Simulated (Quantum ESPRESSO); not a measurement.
The system is SiC (Moissanite 6O SiC).

```
Si C
1.0
     1.53890   -2.66750    0.00000
     1.53890    2.66750    0.00000
     0.00000    0.00000   15.12190
Si C
6 6
Direct
  0.16430 0.83570 0.80876
  0.83570 0.16430 0.30876
  0.49930 0.50070 0.97590
  0.50070 0.49930 0.47590
  0.83270 0.16730 0.64200
  0.16730 0.83270 0.14200
  0.17100 0.82900 0.68320
  0.82900 0.17100 0.18320
  0.84000 0.16000 0.51830
  0.16000 0.84000 0.01830
  0.50400 0.49600 0.84970
  0.49600 0.50400 0.34970
```

- Program: Quantum ESPRESSO 7.5
- Task: single point
- Functional: PBE
- Potentials or basis: SSSP 1.3 efficiency PBE
- Cutoff: 748 eV
- Density cutoff: 5987 eV
- k mesh: 10 × 10 × 2
- Occupations: fermi-dirac, width 0.05 eV
- Spin: no spin polarisation

On this cell: pressure 3.6 GPa; largest force 0.730 eV/Å; band gap on the k mesh 1.88 eV, indirect (least direct gap 3.12 eV).

The same run follows on a disturbed copy (atoms moved at random, drawn with an rms of 0.05 Å):

```
Si C
1.0
     1.53890   -2.66750    0.00000
     1.53890    2.66750    0.00000
     0.00000    0.00000   15.12190
Si C
6 6
Direct
  0.16471 0.81482 0.80465
  0.84422 0.16847 0.30620
  0.49018 0.48281 0.97717
  0.50609 0.50908 0.47552
  0.82548 0.16556 0.64206
  0.15125 0.82139 0.14212
  0.16948 0.83872 0.68292
  0.84777 0.18300 0.18252
  0.84709 0.16467 0.51712
  0.16642 0.84453 0.01558
  0.51236 0.49346 0.85188
  0.51114 0.51156 0.34756
```

Question: What changes?

Answer: The energy moves by +22.1 meV/atom; pressure 4.0 GPa; largest force 2.430 eV/Å; band gap on the k mesh 1.43 eV, indirect (least direct gap 2.82 eV).

Forces in eV/Å, atoms in the order of the input:
```
Si   0.691 -0.001  2.330
Si   0.326  0.526  0.441
Si   1.388  0.928 -1.139
Si  -0.078 -0.820 -0.681
Si   0.557 -0.357 -0.303
Si   1.731  0.171 -0.758
C   -0.574  0.096 -0.544
C   -1.642 -0.210  0.134
C    0.021  0.934  0.064
C   -1.415 -1.058  1.182
C   -0.693  0.205 -1.285
C   -0.313 -0.413  0.560
```

Stress tensor (GPa, compression positive):
```
 6.12  1.47 -1.68
 1.47  2.43 -0.29
-1.68 -0.29  3.57
```

A k mesh can miss the band edges.
